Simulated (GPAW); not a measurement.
# Pb (Im-3m) in GPAW: settings compared

One crystal, Pb, is run at these levels: r2SCAN, RPBE, LDA, PBE; tasks: single point, atomic charges.

Program: GPAW 26.7.0. These are calculated values, not measurements. Logs are shortened: lines on timing, memory, paths and dates and some standing lists are left out, and cuts for length are marked. The log counts tension as positive stress, the text compression.

## (1) The crystal as given

It takes space group Im-3m (No. 229, cubic). Conventional cell: a = 3.959 Å, b = 3.959 Å, c = 3.959 Å, α = 90.00°, β = 90.00°, γ = 90.00°. Pb (site symmetry m-3m) has 8 Pb at 3.43 Å as nearest neighbours.

This isn't the form of Pb at room conditions, which is fcc.

## (2) Single point, r2SCAN

The input, run.py:

```python
from ase.dft.bandgap import bandgap
from ase.io import read, write
from ase.units import GPa
from gpaw import GPAW, PW

atoms = read('Pb.cif')

calc = GPAW(mode=PW(600),
            xc='MGGA_X_R2SCAN+MGGA_C_R2SCAN',
            kpts={'size': (9, 9, 9), 'gamma': True},
            occupations={'name': 'fermi-dirac', 'width': 0.05},
            nbands=14,
            convergence={'density': 1e-05, 'energy': 1e-05},
            maxiter=150,
            txt='gpaw.txt')
atoms.calc = calc
energy = atoms.get_potential_energy()
forces = atoms.get_forces()
stress = atoms.get_stress()
calc.write('gs.gpw')
write('result.traj', atoms)
print(f'Energy: {energy:.6f} eV')
print('Forces (eV/A):')
print(forces.round(4))
print('Stress (GPa):', (stress / GPa).round(3))
print('Fermi level:', round(calc.get_fermi_level(), 4), 'eV')
print(f'Gap: {bandgap(calc)[0]:.4f} eV, direct: {bandgap(calc, direct=True)[0]:.4f} eV')
```

The input, Pb.cif:

```cif
data_Pb
_cell_length_a 3.42887095
_cell_length_b 3.42887095
_cell_length_c 3.42887095
_cell_angle_alpha 109.47122063
_cell_angle_beta 109.47122063
_cell_angle_gamma 109.47122063
_space_group_name_H-M_alt 'P1'
_space_group_name_Hall 'P 1'
_space_group_IT_number 1
loop_
_space_group_symop_operation_xyz
'x,y,z'
loop_
_atom_site_label
_atom_site_type_symbol
_atom_site_symmetry_multiplicity
_atom_site_Wyckoff_symbol
_atom_site_fract_x
_atom_site_fract_y
_atom_site_fract_z
_atom_site_occupancy
Pb1 Pb 1 a 0.0000000000 0.0000000000 0.0000000000 1
```

Potentials or basis: GPAW PAW data sets (gpaw-data 1.2.1), pw.

The run is started by

```
OMP_NUM_THREADS=1 python run.py
```

gpaw.txt:

```text
__  _  _
 | _ |_)|_||  |
 |__||  | ||/\| - 26.7.0

Input parameters:
  mode=PW(ecut=600.0),
  convergence={'density': 1e-05, 'energy': 1e-05},
  kpts=MonkhorstPack(size=(9, 9, 9), gamma=True),
  maxiter=150,
  nbands=14,
  occupations=Occupations(name='fermi-dirac', width=0.05),
  xc=XC(name='MGGA_X_R2SCAN+MGGA_C_R2SCAN')

Diagonalizing LCAO Hamiltonian
Converting LCAO to pw mode

       Pb

Atoms  # Å, Bohr magnetons
|   | symbol |        x |        y |        z |    initial magnetic moments |
|---|--------|----------|----------|----------|-----------------------------|
| 0 |     Pb | 0.000000 | 0.000000 | 0.000000 | ( 0.0000,  0.0000,  0.0000) |

Unit cell  # Å
| periodic |         x |         y |        z |  lengths |     angles |
|----------|-----------|-----------|----------|----------|------------|
|      yes |  3.428871 |  0.000000 | 0.000000 | 3.428871 | 109.471221 |
|      yes | -1.142957 |  3.232771 | 0.000000 | 3.428871 | 109.471221 |
|      yes | -1.142957 | -1.616385 | 2.799661 | 3.428871 | 109.471221 |

Number of symmetries: 48
Symmetry operations  # r_c * U_cc + t_c -> r_c
|    | kind |            matrix            |
|----|------|------------------------------|
|  0 |  σ   |  1, 1, 1,  0, 0,-1,  0,-1, 0 |
|  1 |  C4  |  1, 1, 1,  0, 0,-1, -1, 0, 0 |
|  2 |  C2  |  1, 1, 1,  0,-1, 0,  0, 0,-1 |
|  3 |  S6  |  1, 1, 1,  0,-1, 0, -1, 0, 0 |
|  4 |  S6  |  1, 1, 1, -1, 0, 0,  0, 0,-1 |
|  5 |  C4  |  1, 1, 1, -1, 0, 0,  0,-1, 0 |
|  6 |  E   |  1, 0, 0,  0, 1, 0,  0, 0, 1 |
|  7 |  σ   |  1, 0, 0,  0, 1, 0, -1,-1,-1 |
|  8 |  σ   |  1, 0, 0,  0, 0, 1,  0, 1, 0 |
|  9 |  C3  |  1, 0, 0,  0, 0, 1, -1,-1,-1 |
| 10 |  C3  |  1, 0, 0, -1,-1,-1,  0, 1, 0 |
| 11 |  σ   |  1, 0, 0, -1,-1,-1,  0, 0, 1 |
| 12 |  σ   |  0, 1, 0,  1, 0, 0,  0, 0, 1 |
| 13 |  C2  |  0, 1, 0,  1, 0, 0, -1,-1,-1 |
| 14 |  C3  |  0, 1, 0,  0, 0, 1,  1, 0, 0 |
| 15 |  S4  |  0, 1, 0,  0, 0, 1, -1,-1,-1 |
| 16 |  S4  |  0, 1, 0, -1,-1,-1,  1, 0, 0 |
| 17 |  C3  |  0, 1, 0, -1,-1,-1,  0, 0, 1 |
| 18 |  C3  |  0, 0, 1,  1, 0, 0,  0, 1, 0 |
| 19 |  S4  |  0, 0, 1,  1, 0, 0, -1,-1,-1 |
| 20 |  σ   |  0, 0, 1,  0, 1, 0,  1, 0, 0 |
| 21 |  C3  |  0, 0, 1,  0, 1, 0, -1,-1,-1 |
| 22 |  C2  |  0, 0, 1, -1,-1,-1,  1, 0, 0 |
| 23 |  S4  |  0, 0, 1, -1,-1,-1,  0, 1, 0 |
| 24 |  C4  |  0, 0,-1,  1, 1, 1,  0,-1, 0 |
| 25 |  σ   |  0, 0,-1,  1, 1, 1, -1, 0, 0 |
| 26 |  S6  |  0, 0,-1,  0,-1, 0,  1, 1, 1 |
| 27 |  C2  |  0, 0,-1,  0,-1, 0, -1, 0, 0 |
| 28 |  C4  |  0, 0,-1, -1, 0, 0,  1, 1, 1 |
| 29 |  S6  |  0, 0,-1, -1, 0, 0,  0,-1, 0 |
| 30 |  S6  |  0,-1, 0,  1, 1, 1,  0, 0,-1 |
| 31 |  C4  |  0,-1, 0,  1, 1, 1, -1, 0, 0 |
| 32 |  C4  |  0,-1, 0,  0, 0,-1,  1, 1, 1 |
| 33 |  S6  |  0,-1, 0,  0, 0,-1, -1, 0, 0 |
| 34 |  σ   |  0,-1, 0, -1, 0, 0,  1, 1, 1 |
| 35 |  C2  |  0,-1, 0, -1, 0, 0,  0, 0,-1 |
| 36 |  C2  | -1, 0, 0,  1, 1, 1,  0, 0,-1 |
| 37 |  S6  | -1, 0, 0,  1, 1, 1,  0,-1, 0 |
| 38 |  S6  | -1, 0, 0,  0, 0,-1,  1, 1, 1 |
| 39 |  C2  | -1, 0, 0,  0, 0,-1,  0,-1, 0 |
| 40 |  C2  | -1, 0, 0,  0,-1, 0,  1, 1, 1 |
| 41 |  i   | -1, 0, 0,  0,-1, 0,  0, 0,-1 |
| 42 |  S4  | -1,-1,-1,  1, 0, 0,  0, 1, 0 |
| 43 |  C3  | -1,-1,-1,  1, 0, 0,  0, 0, 1 |
| 44 |  C3  | -1,-1,-1,  0, 1, 0,  1, 0, 0 |
| 45 |  σ   | -1,-1,-1,  0, 1, 0,  0, 0, 1 |
| 46 |  S4  | -1,-1,-1,  0, 0, 1,  1, 0, 0 |
| 47 |  C2  | -1,-1,-1,  0, 0, 1,  0, 1, 0 |

BZ-sampling:
  Number of BZ points: 729
  Number of IBZ points: 35

  Monkhorst-Pack size: [9, 9, 9]
  Monkhorst-Pack shift: [0, 0, 0]

K-points  # in reciprocal-cell coordinates
|     |                                coordinates |     weight |
|-----|--------------------------------------------|------------|
|   0 | (  0.00000000,   0.00000000,   0.00000000) | 0.00137174 |
|   1 | (  0.11111111,   0.00000000,   0.00000000) | 0.01646091 |
|   2 | (  0.11111111,   0.11111111,  -0.11111111) | 0.00823045 |
|   3 | (  0.22222222,   0.00000000,  -0.11111111) | 0.03292181 |
|   4 | (  0.22222222,   0.00000000,   0.00000000) | 0.01646091 |
|   5 | (  0.22222222,   0.11111111,  -0.11111111) | 0.03292181 |
|   6 | (  0.22222222,   0.22222222,  -0.22222222) | 0.00823045 |
|   7 | (  0.33333333,  -0.11111111,  -0.11111111) | 0.01097394 |
|   8 | (  0.33333333,   0.00000000,  -0.11111111) | 0.06584362 |
|   9 | (  0.33333333,   0.00000000,   0.00000000) | 0.01646091 |
| ... |                                            |            |
|  34 | (  0.44444444,   0.44444444,   0.44444444) | 0.01097394 |

Plane wave coefficients: 1055
Cutoff: 600.0 eV

Spin-components: 1 (collinear spins)
Bands:           14
Projectors:      6
Spin-degeneracy: 2
Datatype:        complex128

Density:
  Valence electrons: 14.0
  Components: 1
  Grid points: [20 20 20]
  Charge: 0.0  # |e|

Potential:
  Grid points: [20 20 20]

species:
  Pb:
    name:    Lead
    Z:       82.0
    valence: 14
    core:    68
    charge:  0.0  # [|e|]
    compensation charges:
      type: gauss
      rc: 0.38  # [Å]
      lmax: 2
    cutoffs:
      filter: 2.36  # [Å]
      core: 2.43  # [Å]
    projectors
    | kind |    occ | energy [eV] | rcut [Å] |
    |------|--------|-------------|----------|
    |   6s |  2.000 |     -11.969 |    1.259 |
    |   6p |  2.000 |      -3.506 |    1.275 |
    |   5d | 10.000 |     -21.211 |    1.217 |
    |    s |        |      15.243 |    1.259 |
    |    p |        |      23.705 |    1.275 |
    |    d |        |       6.001 |    1.217 |

    Using partial waves for Pb as LCAO basis

Reference energy: -567274.463364  # eV

eigensolver:
  PPCG
  Converge bands: occupied
  niter=2

density mixing:
  MSR1-Mixer
  Pratt-step length: 0.05
  Maximum mixing coefficient: 0.75
  Old densities: 10
  SVD Regularization: 0.005
  Good broyden scale: 1.0
  Trust region scale: 1.0
  Backstep threshold: 4.0
  History deletion threshold: 6.0
  Fourier metric: weight=20.0, sigma=0.015

occupation numbers:
  Fermi-Dirac:
    width: 0.0500  # eV

poisson solver:
  ecut: 4800.0  # eV

xc functional:
  name: MGGA_X_R2SCAN+MGGA_C_R2SCAN with 2 nearest neighbor stencil

convergence criteria:
- Maximum integral of absolute [dens]ity change: 1e-05 electrons / valence electron
- Maximum [total energy] change in last 3 cyles: 1e-05 eV / valence electron
- Maximum integral of absolute [eigenst]ate change: 4e-08 eV^2 / valence electron
maximum number of iterations: 150

SCF iterations
|iter     | |      energy | eigst |  dens |
|---------|-|-------------|-------|-------|
|iter:   1| |  -22.997925 | -0.23 |       |
|iter:   2| |  -20.560405 | -0.92 | -1.79 |
|iter:   3| |  -20.559851 | -2.65 | -1.84 |
|iter:   4| |  -20.563922 | -2.83 | -1.91 |
|iter:   5| |  -20.568966 | -2.76 | -2.13 |
|iter:   6| |  -20.569421 | -4.17 | -2.42 |
|iter:   7| |  -20.570139 | -4.01 | -2.57 |
|iter:   8| |  -20.570184 | -5.49 | -3.01 |
|iter:   9| |  -20.570475 | -4.17 | -3.02 |
|iter:  10| |  -20.570529 | -5.16 | -3.23 |
|iter:  11| |  -20.570586c| -4.61 | -3.41 |
|iter:  12| |  -20.570591c| -5.61 | -3.84 |
|iter:  13| |  -20.570591c| -7.89c| -4.80 |
|iter:  14| |  -20.570591c| -8.27c| -5.43c|

Converged in 14 steps
Energy contributions relative to reference atoms: (reference = -567274.463364)

Energy contributions:
  Kinetic:          16.175310
  Coulomb:         -15.802878
  Zero:             -0.002576
  External:          0.000000
  Xc:              -20.938078
  Entropy:          -0.004738
  Spinorbit:         0.000000
  ----------------------------
  Free energy:     -20.572960
  Extrapolated:    -20.570591

dipole moment: (-4.809251, -6.801308, -11.780211)  # |e|*Ang

Fermi level: 7.356
Eigenvalues  # (at kpt = [0.000, 0.000, 0.000])
| band index |      eig [eV] | occ [0-2] |
|------------|---------------|-----------|
|          0 |       -10.496 |     2.000 |
|          1 |       -10.496 |     2.000 |
|          2 |       -10.496 |     2.000 |
|          3 |       -10.254 |     2.000 |
|          4 |       -10.254 |     2.000 |
|          5 |        -4.783 |     2.000 |
|          6 |        14.992 |     0.000 |
|          7 |        14.992 |     0.000 |
|          8 |        14.992 |     0.000 |
|          9 |        19.210 |     0.000 |
|         10 |        19.210 |     0.000 |
|         11 |        19.210 |     0.000 |
|         12 |        19.885 |     0.000 |
|         13 |        21.125 |     0.000 |

No gap
No difference between direct/indirect transitions

Forces  # eV/Ang
|       x |        y |       z |
|---------|----------|---------|
| 0.00000 | -0.00000 | 0.00000 |  # Pb   0

Stress tensor  # eV/Ang^3
|         x |         y |         z |
|-----------|-----------|-----------|
|  0.003711 | -0.000000 | -0.000000 |
| -0.000000 |  0.003711 | -0.000000 |
| -0.000000 | -0.000000 |  0.003711 |

# Writing to gs.gpw (mode='')
```

It took 25 s on 1 thread of Arm Neoverse V2, shared host; peak memory 0.25 GiB.

Results:

```yaml
Free_energy: -20.5730 eV
Pressure: -0.6 GPa
Band_gap_on_the_k_mesh: none (metal or under the smearing width)
```

Caveat: the PAW data sets were made with another functional, which shifts forces and pressure a little.

## (3) Atomic charges, RPBE

run.py: that of step 2 with these lines changed.

```diff
@@ -1,10 +1,12 @@
+import numpy as np
 from ase.dft.bandgap import bandgap
 from ase.io import read, write
-from ase.units import GPa
+from ase.units import Bohr, GPa
 from gpaw import GPAW, PW
+from gpaw.analyse.hirshfeld import HirshfeldPartitioning
 
-atoms = read('Pb.cif')
+atoms = read('POSCAR')
 
 calc = GPAW(mode=PW(600),
-            xc='MGGA_X_R2SCAN+MGGA_C_R2SCAN',
+            xc='RPBE',
             kpts={'size': (9, 9, 9), 'gamma': True},
@@ -14,2 +16,3 @@
             maxiter=150,
+            legacy_gpaw=True,
             txt='gpaw.txt')
@@ -27 +30,9 @@
 print(f'Gap: {bandgap(calc)[0]:.4f} eV, direct: {bandgap(calc, direct=True)[0]:.4f} eV')
+
+hirshfeld = HirshfeldPartitioning(calc)
+print('Hirshfeld charges:', *np.round(hirshfeld.get_charges(), 4))
+print('Hirshfeld volume ratios:', *np.round(hirshfeld.get_effective_volume_ratios(), 4))
+
+# fields on the real-space grid
+write('density.cube', atoms, data=calc.get_pseudo_density() * Bohr**3)
+write('potential.cube', atoms, data=calc.get_electrostatic_potential())
```

The input, POSCAR:

```
Pb
1.0
   -1.9796595667      1.9796595667      1.9796595667
    1.9796595667     -1.9796595667      1.9796595667
    1.9796595667      1.9796595667     -1.9796595667
Pb
1
Direct
    0.0000000000      0.0000000000      0.0000000000
```

Potentials or basis: the program's PAW data sets (release 1.2.1) made for this functional, pw.

The run is started by

```
OMP_NUM_THREADS=1 python run.py
```

gpaw.txt:

```text
___ ___ ___ _ _ _
 |   |   |_  | | | |
 | | | | | . | | | |
 |__ |  _|___|_____|  26.7.0
 |___|_|

Input parameters:
  convergence: {density: 1e-05,
                energy: 1e-05}
  kpts: {gamma: True,
         size: (9, 9, 9)}
  maxiter: 150
  mode: {ecut: 600.0,
         name: pw}
  nbands: 14
  occupations: {name: fermi-dirac,
                width: 0.05}
  xc: RPBE

System changes: positions, numbers, cell, pbc, initial_charges, initial_magmoms

Initialize ...

species:
  Pb:
    name:    Lead
    Z:       82.0
    valence: 14
    core:    68
    charge:  0.0  # [|e|]
    compensation charges:
      type: gauss
      rc: 0.38  # [Å]
      lmax: 2
    cutoffs:
      filter: 2.36  # [Å]
      core: 2.43  # [Å]
    projectors
    | kind |    occ | energy [eV] | rcut [Å] |
    |------|--------|-------------|----------|
    |   6s |  2.000 |     -11.900 |    1.259 |
    |   6p |  2.000 |      -3.434 |    1.275 |
    |   5d | 10.000 |     -21.207 |    1.217 |
    |    s |        |      15.312 |    1.259 |
    |    p |        |      23.777 |    1.275 |
    |    d |        |       6.004 |    1.217 |

    Using partial waves for Pb as LCAO basis

Reference energy: -567290.024539  # eV

Spin-paired calculation

Convergence criteria:
 Maximum [total energy] change in last 3 cyles: 1e-05 eV / valence electron
 Maximum integral of absolute [dens]ity change: 1e-05 electrons / valence electron
 Maximum integral of absolute [eigenst]ate change: 4e-08 eV^2 / valence electron
 Maximum number of scf [iter]ations: 150
 (Square brackets indicate name in SCF output, whereas a 'c' in
 the SCF output indicates the quantity has converged.)

Symmetries present (total): 48

  ( 1  1  1)  ( 1  1  1)  ( 1  1  1)  ( 1  1  1)  ( 1  1  1)  ( 1  1  1)
  ( 0  0 -1)  ( 0  0 -1)  ( 0 -1  0)  ( 0 -1  0)  (-1  0  0)  (-1  0  0)
  ( 0 -1  0)  (-1  0  0)  ( 0  0 -1)  (-1  0  0)  ( 0  0 -1)  ( 0 -1  0)

  ( 1  0  0)  ( 1  0  0)  ( 1  0  0)  ( 1  0  0)  ( 1  0  0)  ( 1  0  0)
  ( 0  1  0)  ( 0  1  0)  ( 0  0  1)  ( 0  0  1)  (-1 -1 -1)  (-1 -1 -1)
  ( 0  0  1)  (-1 -1 -1)  ( 0  1  0)  (-1 -1 -1)  ( 0  1  0)  ( 0  0  1)

  ( 0  1  0)  ( 0  1  0)  ( 0  1  0)  ( 0  1  0)  ( 0  1  0)  ( 0  1  0)
  ( 1  0  0)  ( 1  0  0)  ( 0  0  1)  ( 0  0  1)  (-1 -1 -1)  (-1 -1 -1)
  ( 0  0  1)  (-1 -1 -1)  ( 1  0  0)  (-1 -1 -1)  ( 1  0  0)  ( 0  0  1)
[... 5 lines left out ...]
  ( 0  0 -1)  ( 0  0 -1)  ( 0  0 -1)  ( 0  0 -1)  ( 0  0 -1)  ( 0  0 -1)
  ( 1  1  1)  ( 1  1  1)  ( 0 -1  0)  ( 0 -1  0)  (-1  0  0)  (-1  0  0)
  ( 0 -1  0)  (-1  0  0)  ( 1  1  1)  (-1  0  0)  ( 1  1  1)  ( 0 -1  0)

  ( 0 -1  0)  ( 0 -1  0)  ( 0 -1  0)  ( 0 -1  0)  ( 0 -1  0)  ( 0 -1  0)
  ( 1  1  1)  ( 1  1  1)  ( 0  0 -1)  ( 0  0 -1)  (-1  0  0)  (-1  0  0)
  ( 0  0 -1)  (-1  0  0)  ( 1  1  1)  (-1  0  0)  ( 1  1  1)  ( 0  0 -1)

  (-1  0  0)  (-1  0  0)  (-1  0  0)  (-1  0  0)  (-1  0  0)  (-1  0  0)
  ( 1  1  1)  ( 1  1  1)  ( 0  0 -1)  ( 0  0 -1)  ( 0 -1  0)  ( 0 -1  0)
  ( 0  0 -1)  ( 0 -1  0)  ( 1  1  1)  ( 0 -1  0)  ( 1  1  1)  ( 0  0 -1)

  (-1 -1 -1)  (-1 -1 -1)  (-1 -1 -1)  (-1 -1 -1)  (-1 -1 -1)  (-1 -1 -1)
  ( 1  0  0)  ( 1  0  0)  ( 0  1  0)  ( 0  1  0)  ( 0  0  1)  ( 0  0  1)
  ( 0  1  0)  ( 0  0  1)  ( 1  0  0)  ( 0  0  1)  ( 1  0  0)  ( 0  1  0)

729 k-points: 9 x 9 x 9 Monkhorst-Pack grid
35 k-points in the irreducible part of the Brillouin zone
       k-points in crystal coordinates                weights
   0:     0.00000000    0.00000000    0.00000000          1/729
   1:     0.11111111    0.00000000    0.00000000         12/729
   2:     0.11111111    0.11111111   -0.11111111          6/729
   3:     0.22222222    0.00000000   -0.11111111         24/729
   4:     0.22222222    0.00000000    0.00000000         12/729
   5:     0.22222222    0.11111111   -0.11111111         24/729
   6:     0.22222222    0.22222222   -0.22222222          6/729
   7:     0.33333333   -0.11111111   -0.11111111          8/729
   8:     0.33333333    0.00000000   -0.11111111         48/729
   9:     0.33333333    0.00000000    0.00000000         12/729
          ...
  34:     0.44444444    0.44444444    0.44444444          8/729

Wave functions: Plane wave expansion
  Cutoff energy: 600.000 eV
  Number of coefficients (min, max): 1017, 1055
  Pulay-stress correction: 0.000000 eV/Ang^3 (de/decut=0.000000)
  Using FFTW library
  ScaLapack parameters: grid=1x1, blocksize=None
  Wavefunction extrapolation:
    Improved wavefunction reuse through dual PAW basis

Occupation numbers: Fermi-Dirac:
  width: 0.0500  # eV

Eigensolver
   Davidson(niter=2)

Densities:
  Coarse grid: 20*20*20 grid
  Fine grid: 40*40*40 grid
  Total Charge: 0.000000

Density mixing:
  Method: separate
  Backend: msr1
  Linear mixing parameter: 0.05
  old densities: 10
  Width of damping distribution: 1.1
  Damping of long wavelength oscillations: 20

Hamiltonian:
  XC and Coulomb potentials evaluated on a 40*40*40 grid
  Using the RPBE Exchange-Correlation functional
  External potential:
    NoExternalPotential

XC parameters: RPBE with 2 nearest neighbor stencil

Number of atoms: 1
Number of atomic orbitals: 9
Number of bands in calculation: 14
Number of valence electrons: 14
Bands to converge: occupied

... initialized

Initializing position-dependent things.

Density initialized from atomic densities
Creating initial wave functions:
  9 bands from LCAO basis set
  5 bands from random numbers

       Pb

Atomic positions and initial magnetic moments

Positions:
   0 Pb     0.000000    0.000000    0.000000    ( 0.0000,  0.0000,  0.0000)

Unit cell:
           periodic     x           y           z      points  spacing
  1. axis:    yes   -1.979660    1.979660    1.979660    20     0.1400
  2. axis:    yes    1.979660   -1.979660    1.979660    20     0.1400
  3. axis:    yes    1.979660    1.979660   -1.979660    20     0.1400

  Lengths:   3.428871   3.428871   3.428871
  Angles:  109.471221 109.471221 109.471221

Effective grid spacing dv^(1/3) = 0.1571

iter:   1    -3.370611
iter:   2    -3.371660   -1.87  -1.76
iter:   3    -3.360405   -2.14  -1.79
iter:   4    -3.360146   -3.83  -2.51
iter:   5    -3.360184   -4.11  -2.85
iter:   6    -3.360152c  -5.30  -3.27
iter:   7    -3.360149c  -5.50  -3.56
iter:   8    -3.360149c  -6.52  -4.11
iter:   9    -3.360150c  -6.76  -4.39
iter:  10    -3.360150c  -8.32c -4.74
iter:  11    -3.360150c  -8.83c -5.13c

Converged after 11 iterations.

Dipole moment: (0.000000, -0.000000, 0.000000) |e|*Ang

Energy contributions relative to reference atoms: (reference = -567290.024539)

Kinetic:         +9.300943
Potential:       -9.274613
External:        +0.000000
XC:              -3.375643
Entropy (-ST):   -0.005034
Local:           -0.008320
SIC:             +0.000000
--------------------------
Free energy:     -3.362667
Extrapolated:    -3.360150

Showing only first 2 kpts
 Kpt  Band  Eigenvalues  Occupancy
  0     5     -4.06148    2.00000
  0     6     14.90599    0.00000
  0     7     14.90599    0.00000
  0     8     14.90599    0.00000

  1     5     -3.81585    2.00000
  1     6     12.72962    0.00000
  1     7     14.14381    0.00000
  1     8     14.58757    0.00000

Fermi level: 7.51810

No gap
No difference between direct/indirect transitions

Forces in eV/Ang:
  0 Pb    0.00000    0.00000    0.00000

Stress tensor:
    -0.012874     0.000000     0.000000
     0.000000    -0.012874    -0.000000
     0.000000    -0.000000    -0.012874
Writing to gs.gpw (mode='')

Initializing position-dependent things.
```

Wall time 7 s (1 thread of Arm Neoverse V2, shared host); peak memory 0.2 GiB.

What came out:

| Property | Result |
| --- | --- |
| Free energy | -3.3627 eV |
| Pressure | 2.1 GPa |
| Band gap on the k mesh | none (metal or under the smearing width) |

Levels at points of the mesh, in eV from the Fermi level:
```tsv
k point	band 5	band 6	band 7	band 8	band 9	band 10
(0.00, 0.00, 0.00)	-17.00	-11.58	7.39	7.39	7.39	11.10
```

## (4) Atomic charges, LDA

run.py: that of step 3 with these lines changed.

```diff
@@ -2,3 +2,4 @@
 from ase.dft.bandgap import bandgap
-from ase.io import read, write
+from ase.io import write
+from ase.spacegroup import crystal
 from ase.units import Bohr, GPa
@@ -7,6 +8,11 @@
 
-atoms = read('POSCAR')
+# Pb 2a
+atoms = crystal(['Pb'],
+                basis=[[0.0, 0.0, 0.0]],
+                spacegroup=229, setting=1,  # Im-3m
+                cellpar=[3.95931913, 3.95931913, 3.95931913, 90.0, 90.0, 90.0],
+                primitive_cell=True)
 
 calc = GPAW(mode=PW(600),
-            xc='RPBE',
+            xc='LDA',
             kpts={'size': (9, 9, 9), 'gamma': True},
```

The run is started by

```
OMP_NUM_THREADS=1 python run.py
```

It took 6.8 s on 1 thread of Arm Neoverse V2, shared host; peak memory 0.2 GiB.

The run converged. Its results:

```
Free energy            : -4.4529 eV
Pressure               : -3.7 GPa
Band gap on the k mesh : none (metal or under the smearing width)
```

Levels at points of the mesh, in eV from the Fermi level:
```
           k point  band 5  band 6  band 7  band 8  band 9  band 10
(0.00, 0.00, 0.00)  -16.81  -11.62    7.27    7.27    7.27    11.20
```

[end of part 1 of 2]
